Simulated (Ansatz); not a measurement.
Theory: DFT PBE, scalar-relativistic, plane waves, PAW (Ansatz). Several structures of AlH7 were relaxed, and the powder pattern of one of them was computed from 10° to 70° in 2θ (λ = 1.5406 Å; lines under 1 % are left out).

Cu Kα1 powder pattern (kinematic, no thermal factors).
```
2θ (°)  relative intensity
 10.47                 100
 21.03                  45
 26.24                  34
 28.33                  45
 31.78                   5
 33.87                  26
 37.45                   6
 39.00                  22
 41.67                  13
 42.82                   5
 43.35                   7
 49.91                  10
 50.92                   9
 54.01                   5
 54.29                   1
 55.18                   6
 58.17                   4
 58.60                   7
 61.01                   5
 61.28                   5
 62.10                  10
 64.04                   3
 65.29                   7
 66.40                   1
 67.82                   5
```

Problem. Which structure gives it?
1. Space group P4mm (No. 99), tetragonal, a = 3.393 Å, c = 8.441 Å. Around Al lie 1 H at 1.58 Å and 4 H at 1.78 Å; H on a site of symmetry m has 1 H at 0.74 Å; H on a site of symmetry 2mm is surrounded by 2 Al at 1.78 Å; 1 more site not described.
2. Space group P1 (No. 1), triclinic, a = 2.600 Å, b = 6.898 Å, c = 7.137 Å, α = 117.2°, β = 91.6°, γ = 92.1°. Al is surrounded by 1 H at 1.58 Å and 4 H at 1.78 Å; H on its first site is surrounded by 1 H at 0.75 Å; around H on its second site lies 1 H at 0.75 Å; 5 more sites not described.
3. Space group P-62m (No. 189), hexagonal, a = 5.631 Å, c = 5.675 Å. Al is surrounded by 3 H at 1.59 Å; H on a site of symmetry 3 is surrounded by 1 H at 0.75 Å; H on a site of symmetry m2m is surrounded by 1 Al at 1.59 Å.

Solution. 1. Its strongest line, at 2θ = 10.47°, has d = λ/(2 sin θ) = 8.441 Å and is the (0 0 1) reflection of the conventional P4mm cell with a = 3.393 Å, c = 8.441 Å. The others have their strongest lines at 14.8° (2); 24.0° (3).

The cells needn't be stable.
